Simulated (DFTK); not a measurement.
Fe:

```xyz
1
Lattice="-1.4430 1.4430 1.4430 1.4430 -1.4430 1.4430 1.4430 1.4430 -1.4430" Properties=species:S:1:pos:R:3 pbc="T T T"
Fe    0.0000    0.0000    0.0000
```

Base run:

```yaml
Program: DFTK 0.8.2
Functional: r2SCAN
Potentials_or_basis: SG15 1.2 (PBE)
Cutoff: 1225 eV
k_mesh: 12 × 12 × 12
Occupations: fermi-dirac, width 0.05 eV
Spin: collinear spin, ferromagnetic start
Starting_moments: "[3.0] μB"
```

Its results: band gap on the k mesh none (metal or under the smearing width); pressure 0.9 GPa; net moment 2.81 μB per cell; site moments Fe +2.81 μB.

Problem. The run is repeated on the same cell with these changes: functional from r2SCAN to PBEsol. What comes out?

Solution. Band gap on the k mesh none (metal or under the smearing width); pressure -17.2 GPa; net moment 2.32 μB per cell; site moments Fe +2.32 μB.

Caveats: the potentials were made for another functional, which shifts forces and pressure.
